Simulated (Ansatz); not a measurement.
# PtS2 (P-3m1) in Ansatz: a series of runs

The runs below take PtS2 through single point, with PBEsol.

All numbers are computed with Ansatz 0.2.0; they aren't measurements. Logs are shortened: lines on timing, memory, paths and dates and some standing lists are left out, and cuts for length are marked.

## Step 1: The structure

It takes space group P-3m1 (No. 164, trigonal). Conventional cell: a = 3.543 Å, b = 3.543 Å, c = 5.039 Å, α = 90.00°, β = 90.00°, γ = 120.00°. Around Pt (site symmetry -3m) lie 6 S at 2.34 Å. Around S (site symmetry 3m) lie 3 Pt at 2.34 Å.

## Step 2: Single point, PBEsol, 17.17 Å³/atom (volume scaled by 0.94)

File input.yaml:

```yaml
crystal:
  lattice:
    - [3.4708695004, 0.0, 0.0]
    - [-1.7354347502, 3.0058611606, 0.0]
    - [0.0, 0.0, 4.9359384846]
  atoms:
    - { symbol: Pt, position: [0.0, 0.0, 0.0] }
    - { symbol: S, position: [0.6666666667, 0.3333333333, 0.773] }
    - { symbol: S, position: [0.3333333333, 0.6666666667, 0.227] }
kpoints:
  mp_grid: { grid: [9, 9, 5] }
scf:
  occupations: { method: fermi_dirac, width: 0.05 }
hamiltonian:
  xc: pbesol
  pseudopotentials: { kind: all_electron, lapw: { basis_error: 0.001 } }
output:
  forces: true
  stress: true
  eigenvalues: true
```

Potentials or basis: all-electron LAPW, scalar-relativistic.

The run is started by

```sh
ansatz run input.yaml --threads 2 --pin off --max-ram 8192MiB --backend cpu --events-out ev --progress --plain --runs-dir out
```

Output:

```text
Warning: RAYON_NUM_THREADS=2 ignored (pool sized by the plan → 2); use --threads N
LAPW: plane waves up to 9.091 Å⁻¹, error target 1.0e-3 eV per atom; small_component_spin mean_spin; S in spheres of 0.996 Å, 14 of its electrons in bands, Dirac shells []; Pt in spheres of 1.300 Å, 42 of its electrons in bands, Dirac shells [] (how accurate: hamiltonian.pseudopotentials.lapw.basis_error, Limitations)
Engine: ansatz 0.2.0, aarch64-unknown-linux-gnu
Pseudopotentials: kind: all_electron
Pseudopotential: Pt, LAPW, valence charge 42, lapw/all_electron/scalar/gaussian/Pt, Koelling and Harmon's equation, gaussian nucleus
Pseudopotential: S, LAPW, valence charge 14, lapw/all_electron/scalar/gaussian/S, Koelling and Harmon's equation, gaussian nucleus
Functional definition: PBEsol
  exchange = pbesol_x
  correlation = pbesol_c
Crystal: 3 atoms, lattice volume = 51.496 Å³
Basis set: ecut = 314.8572903909955 eV, 615 PW (Γ), exchange–correlation at level 2
Bands: 42, of which v1, the nominal top of the filled ones, is band 35 counted from 1 (34 counted from 0)
Symmetry: 12 space group operations
Space group: P-3m1 (ITA 164), of the structure as read, at distance tolerance 3.7e-5 Å
k-points: 50 of 405
Non-local potential: Pt, projectors of the file, none
Non-local potential: S, projectors of the file, none
Initial density: superposition of atomic densities (chi_scale 0.1, normalization cell, long waves kept (reshape's long-wave potential 0.02 eV rms))
Initial wavefunctions: plane waves of lowest kinetic energy (no species holds an atomic orbital)
Functional: x = pbesol(κ = 0.804, μ = 0.12345679012345678), c = pbesol(β = 0.046)
iter 1 solved again at ethr=3.80e-3 eV; its pass at ethr=1.00e-1 eV (dr2=2.66e0 eV) is discarded
SCF iter   1: F=—  HF=-522511.535544 eV  |F-HF|=—  |Δ(HF+E_count)|=         —  Δρ=6.00e-2  dr2=2.66e0  ethr=3.80e-3  ⟨swp⟩=2.0  Hψ=13764  notcnv=0
preconditioner: auto → Resta (q_TF=auto, 2.872 Å⁻¹)  ε∞=4.9  [insulator: Δε(μ)=1.481 eV  Ē_g=12.234 eV  σ=0.050 eV  W_gap=1.00  n_scr=22 (ndim 8)  ℏωp=24.3 eV  f_vac=0.138  D(μ)=0.00/eV (n_scr^D=0)  ε∞_Penn≈4.9]
SCF iter   2: F=—  HF=-522510.678572 eV  |F-HF|=—  |Δ(HF+E_count)|=   8.57e-1  Δρ=2.97e-2  dr2=7.58e-1  ethr=3.80e-3  ⟨swp⟩=3.0  Hψ=6423  notcnv=0
iter 3 solved again at ethr=1.05e-4 eV; its pass at ethr=1.08e-3 eV (dr2=7.34e-2 eV) is discarded
SCF iter   3: F=—  HF=-522510.159499 eV  |F-HF|=—  |Δ(HF+E_count)|=   5.19e-1  Δρ=1.44e-2  dr2=7.34e-2  ethr=1.05e-4  ⟨swp⟩=2.0  Hψ=10387  notcnv=0
SCF iter   4: F=—  HF=-522510.147531 eV  |F-HF|=—  |Δ(HF+E_count)|=         —  Δρ=4.23e-3  dr2=1.07e-2  ethr=1.05e-4  ⟨swp⟩=2.0  Hψ=6009  notcnv=0
the basis was enlarged: its passes take 831.3 KiB over the memory plan, 2 of 2 planned eigensolver slots
SCF iter   5: F=—  HF=-522510.142905 eV  |F-HF|=—  |Δ(HF+E_count)|=   4.63e-3  Δρ=1.31e-3  dr2=1.09e-3  ethr=1.53e-5  ⟨swp⟩=2.0  Hψ=5886  notcnv=0
SCF iter   6: F=—  HF=-522510.143208 eV  |F-HF|=—  |Δ(HF+E_count)|=   3.03e-4  Δρ=4.23e-4  dr2=1.23e-4  ethr=1.56e-6  ⟨swp⟩=2.3  Hψ=5893  notcnv=0
SCF iter   7: F=—  HF=-522510.143232 eV  |F-HF|=—  |Δ(HF+E_count)|=   2.45e-5  Δρ=1.42e-4  dr2=1.50e-5  ethr=1.76e-7  ⟨swp⟩=3.0  Hψ=6013  notcnv=0
SCF iter   8: F=—  HF=-522510.143236 eV  |F-HF|=—  |Δ(HF+E_count)|=   4.16e-6  Δρ=3.26e-5  dr2=6.75e-7  ethr=2.15e-8  ⟨swp⟩=3.0  Hψ=6005  notcnv=0
SCF iter   9: F=-522510.143237 eV  HF=-522510.143237 eV  |F-HF|=8.21e-9  |Δ(HF+E_count)|=   7.72e-7  Δρ=5.57e-6  dr2=2.88e-8  ethr=9.64e-10  ⟨swp⟩=3.0  Hψ=6236  notcnv=0
SCF 1 converged in 9 iterations: F = -522510.143237 eV  dr2 = 2.88e-8
SCF converged after 9 iterations
Free energy (F): -522510.143237 eV
Harris-Foulkes:  -522510.143237 eV  (|F-HF|=8.21e-9)
Internal energy: -522510.143233 eV  (E = F + TS)
E sigma→0 (E₀):  -522510.143235 eV
Entropy (-TS):   -0.000004 eV (-0.001 meV/atom)
Fermi energy:    14.828212 eV
--- Per-component energies (eV) ---
  E_band       = -6290.253930
  E_kinetic    = 590479.753225
  E_xc         = -10917.002535
  E_electrostatic = -1102072.893923  (all electrons and nuclei)
  E_smearing   = -0.000004  (= −TS)
  E_closure    = -0.000000  (closes the sum)
  E_atoms      = -522493.508702  (free atoms, spherical and without spin; not in F)
  Σ components = -522510.143237   (vs F -522510.143237, Δ=0.00e0)
  Basis errors (estimates in eV, not in F): energy 4.9e-4 per atom: plane waves 4.5e-4 (2.6e-4 summed), levels above the bands 2.0e-85, relativity 4.4e-8, radial functions 3.7e-5, core shells 7.6e-7; eigenvalues (radial functions only) 1.2e-6; not estimated: angular momenta, meshes, grids; target (lapw.basis_error) 1.0e-3; muffin-tin radii S 0.996 Å, Pt 1.300 Å
--- Forces (eV/Å), atoms counted from 1 ---
  atom   1  Pt    -0.00000000     0.00000000     0.00000000
  atom   2  S     -0.00000000    -0.00000000    -2.00444512
  atom   3  S      0.00000000     0.00000000     2.00444512
  max |Σ_I F_I| component: 2.31e-18 eV/Å
--- Stress (GPa, compression-positive) ---
       20.566789      -0.000000       0.000000
       -0.000000      20.566789       0.000000
        0.000000       0.000000      14.104388
  P = ⅓ Tr σ = 18.4127 GPa (184.127 kbar)
--- Band table (eV; the first three rows and the last of 50) ---
  k-point 0: bands = ["-290.1295", "-290.1295", "-290.0068", "-290.0068", "-289.9864", "-191.4337", "-191.4337", "-136.5129", "-136.5129", "-136.5128", "-136.5128", "-136.4472", "-136.4472", "-85.5143", "-54.0758", "-54.0537", "-54.0537", "-54.0201", "-53.9719", "-53.9719", "-53.8952", "-39.7696", "-39.7696", "-39.5975", "-1.8939", "1.8204", "6.6498", "6.6498", "6.7997", "9.9098", "9.9098", "12.3799", "13.1063", "13.1063", "14.1183", "16.9402", "16.9402", "18.8743", "20.4347", "22.0270", "22.0270", "26.4952"]
  k-point 1: bands = ["-290.1295", "-290.1295", "-290.0068", "-290.0068", "-289.9864", "-191.4337", "-191.4337", "-136.5129", "-136.5129", "-136.5128", "-136.5128", "-136.4472", "-136.4472", "-85.5143", "-54.0758", "-54.0537", "-54.0537", "-54.0201", "-53.9719", "-53.9719", "-53.8952", "-39.7696", "-39.7696", "-39.5975", "-1.8020", "1.5278", "6.6568", "6.6568", "7.2546", "9.9001", "9.9001", "12.1889", "13.0328", "13.0328", "13.8493", "17.1243", "17.1243", "18.9588", "21.0713", "21.9519", "21.9519", "25.4410"]
  k-point 2: bands = ["-290.1295", "-290.1295", "-290.0068", "-290.0068", "-289.9864", "-191.4337", "-191.4337", "-136.5129", "-136.5129", "-136.5128", "-136.5128", "-136.4472", "-136.4472", "-85.5143", "-54.0758", "-54.0537", "-54.0537", "-54.0201", "-53.9719", "-53.9719", "-53.8952", "-39.7696", "-39.7696", "-39.5975", "-1.6284", "1.0774", "6.6683", "6.6683", "8.0638", "9.8849", "9.8849", "11.6717", "12.9198", "12.9198", "13.5305", "17.4451", "17.4451", "19.3888", "21.7659", "21.7659", "21.8988", "24.0503"]
  k-point 49: bands = ["-290.1295", "-290.1295", "-290.0068", "-290.0068", "-289.9864", "-191.4337", "-191.4337", "-136.5129", "-136.5129", "-136.5129", "-136.5129", "-136.4472", "-136.4472", "-85.5135", "-54.0757", "-54.0536", "-54.0536", "-54.0202", "-53.9720", "-53.9720", "-53.8952", "-39.7925", "-39.7925", "-39.5928", "0.6944", "0.6944", "7.1595", "7.1595", "7.2677", "9.6034", "9.6034", "10.3153", "10.5612", "12.3137", "12.3137", "16.5349", "16.5349", "21.5618", "22.1414", "22.4971", "22.4971", "24.8708"]
```

Wall time 17 s (2 threads of Arm Neoverse V1, shared host); peak memory 0.48 GiB.

Results:

```yaml
Free_energy: -522510.1432 eV
Pressure: 18.4 GPa
Largest_force: 2.004 eV/Å
Band_gap_on_the_k_mesh: 1.01 eV, indirect (least direct gap 1.06 eV)
```

Caveat: spin-orbit coupling is left out, which moves the levels of the heavy elements; an odd mesh through Γ misses points on the zone boundary, where band edges often lie; forces of over 1 eV/Å show positions far from the minimum, so gaps and moduli don't describe the material at rest.

## Step 3: Single point, PBEsol, 17.53 Å³/atom (volume scaled by 0.96)

Changes to input.yaml since step 2:

```diff
@@ -2,5 +2,5 @@
   lattice:
-    - [3.4708695004, 0.0, 0.0]
-    - [-1.7354347502, 3.0058611606, 0.0]
-    - [0.0, 0.0, 4.9359384846]
+    - [3.4953130487, 0.0, 0.0]
+    - [-1.7476565244, 3.0270298944, 0.0]
+    - [0.0, 0.0, 4.9706997601]
   atoms:
```

Potentials or basis: all-electron LAPW, scalar-relativistic.

The run is started by

```sh
ansatz run input.yaml --threads 2 --pin off --max-ram 8192MiB --backend cpu --events-out ev --progress --plain --runs-dir out
```

Run time: 17 s. Hardware: 2 threads of Arm Neoverse V1, shared host; peak memory 0.48 GiB.

Results (log left out):

```yaml
Free_energy: -522510.2536 eV
Pressure: 14.0 GPa
Largest_force: 1.624 eV/Å
Band_gap_on_the_k_mesh: 1.00 eV, indirect (least direct gap 1.04 eV)
```

Caveat: spin-orbit coupling is left out, which moves the levels of the heavy elements; an odd mesh through Γ misses points on the zone boundary, where band edges often lie; forces of over 1 eV/Å show positions far from the minimum, so gaps and moduli don't describe the material at rest.

## Step 4: Single point, PBEsol, 17.90 Å³/atom (volume scaled by 0.98)

Changes to input.yaml since step 3:

```diff
@@ -2,5 +2,5 @@
   lattice:
-    - [3.4953130487, 0.0, 0.0]
-    - [-1.7476565244, 3.0270298944, 0.0]
-    - [0.0, 0.0, 4.9706997601]
+    - [3.5194194177, 0.0, 0.0]
+    - [-1.7597097089, 3.0479066223, 0.0]
+    - [0.0, 0.0, 5.0049815314]
   atoms:
```

The run is started by

```sh
ansatz run input.yaml --threads 2 --pin off --max-ram 8192MiB --backend cpu --events-out ev --progress --plain --runs-dir out
```

Wall time 17 s (2 threads of Arm Neoverse V1, shared host); peak memory 0.48 GiB.

It converged, with:

| Item | Value |
| --- | --- |
| Free energy | -522510.3351 eV |
| Pressure | 10.0 GPa |
| Largest force | 1.273 eV/Å |
| Band gap on the k mesh | 0.98 eV, indirect (least direct gap 1.02 eV) |

Caveat: spin-orbit coupling is left out, which moves the levels of the heavy elements; an odd mesh through Γ misses points on the zone boundary, where band edges often lie; forces of over 1 eV/Å show positions far from the minimum, so gaps and moduli don't describe the material at rest.

## Step 5: Single point, PBEsol, 18.26 Å³/atom

Changes to input.yaml since step 4:

```diff
@@ -2,5 +2,5 @@
   lattice:
-    - [3.5194194177, 0.0, 0.0]
-    - [-1.7597097089, 3.0479066223, 0.0]
-    - [0.0, 0.0, 5.0049815314]
+    - [3.5432, 0.0, 0.0]
+    - [-1.7716, 3.0685012107, 0.0]
+    - [0.0, 0.0, 5.0388]
   atoms:
```

The run is started by

```sh
ansatz run input.yaml --threads 2 --pin off --max-ram 8192MiB --backend cpu --events-out ev --progress --plain --runs-dir out
```

Run time: 16 s. Hardware: 2 threads of Arm Neoverse V1, shared host; peak memory 0.47 GiB.

The run converged. Its results:

* Free energy: -522510.3909 eV
* Pressure: 6.4 GPa
* Largest force: 0.950 eV/Å
* Band gap on the k mesh: 0.96 eV, indirect (least direct gap 1.00 eV)

Caveat: spin-orbit coupling is left out, which moves the levels of the heavy elements; an odd mesh through Γ misses points on the zone boundary, where band edges often lie.

## Step 6: Single point, PBEsol, 18.63 Å³/atom (volume scaled by 1.02)

Changes to input.yaml since step 5:

```diff
@@ -2,5 +2,5 @@
   lattice:
-    - [3.5432, 0.0, 0.0]
-    - [-1.7716, 3.0685012107, 0.0]
-    - [0.0, 0.0, 5.0388]
+    - [3.5666655845, 0.0, 0.0]
+    - [-1.7833327923, 3.088823003, 0.0]
+    - [0.0, 0.0, 5.0721705089]
   atoms:
```

Potentials or basis: all-electron LAPW, scalar-relativistic.

The run is started by

```sh
ansatz run input.yaml --threads 2 --pin off --max-ram 8192MiB --backend cpu --events-out ev --progress --plain --runs-dir out
```

Run time: 16 s. Hardware: 2 threads of Arm Neoverse V1, shared host; peak memory 0.46 GiB.

Results (log left out):

* Free energy: -522510.4235 eV
* Pressure: 3.2 GPa
* Largest force: 0.653 eV/Å
* Band gap on the k mesh: 0.94 eV, indirect (least direct gap 0.98 eV)

Caveat: spin-orbit coupling is left out, which moves the levels of the heavy elements; an odd mesh through Γ misses points on the zone boundary, where band edges often lie.

## Step 7: Single point, PBEsol, 18.99 Å³/atom (volume scaled by 1.04)

Changes to input.yaml since step 6:

```diff
@@ -2,5 +2,5 @@
   lattice:
-    - [3.5666655845, 0.0, 0.0]
-    - [-1.7833327923, 3.088823003, 0.0]
-    - [0.0, 0.0, 5.0721705089]
+    - [3.5898263996, 0.0, 0.0]
+    - [-1.7949131998, 3.1088808573, 0.0]
+    - [0.0, 0.0, 5.105107604]
   atoms:
```

The run is started by

```sh
ansatz run input.yaml --threads 2 --pin off --max-ram 8192MiB --backend cpu --events-out ev --progress --plain --runs-dir out
```

Run time: 16 s. Hardware: 2 threads of Arm Neoverse V1, shared host; peak memory 0.46 GiB.

The run converged. Its results:

```
Free energy            : -522510.4354 eV
Pressure               : 0.3 GPa
Largest force          : 0.379 eV/Å
Band gap on the k mesh : 0.92 eV, indirect (least direct gap 0.96 eV)
```

Caveat: spin-orbit coupling is left out, which moves the levels of the heavy elements; an odd mesh through Γ misses points on the zone boundary, where band edges often lie.

## Step 8: Single point, PBEsol, 19.36 Å³/atom (volume scaled by 1.06)

Changes to input.yaml since step 7:

```diff
@@ -2,5 +2,5 @@
   lattice:
-    - [3.5898263996, 0.0, 0.0]
-    - [-1.7949131998, 3.1088808573, 0.0]
-    - [0.0, 0.0, 5.105107604]
+    - [3.6126921524, 0.0, 0.0]
+    - [-1.8063460762, 3.12868318, 0.0]
+    - [0.0, 0.0, 5.1376250896]
   atoms:
```

The run is started by

```sh
ansatz run input.yaml --threads 2 --pin off --max-ram 8192MiB --backend cpu --events-out ev --progress --plain --runs-dir out
```

It took 16 s on 2 threads of Arm Neoverse V1, shared host; peak memory 0.46 GiB.

Results (log left out):

```
Free energy            : -522510.4288 eV
Pressure               : -2.2 GPa
Largest force          : 0.126 eV/Å
Band gap on the k mesh : 0.90 eV, indirect (least direct gap 0.94 eV)
```

Caveat: spin-orbit coupling is left out, which moves the levels of the heavy elements; an odd mesh through Γ misses points on the zone boundary, where band edges often lie.

## Step 9: For comparison

An earlier run on the cell as given: functional PBEsol; potentials or basis all-electron LAPW, scalar-relativistic; cutoff 299 eV (chosen from the basis error); basis error allowed 0.001 eV/atom; k mesh 9 × 9 × 5; occupations fermi-dirac, width 0.05 eV; no spin polarisation.

- Pressure: 6.4 GPa
- Largest force: 0.950 eV/Å
- Band gap on the k mesh: 0.96 eV, indirect (least direct gap 1.00 eV)
- Loewdin charges: Pt +0.68; S -0.22 e
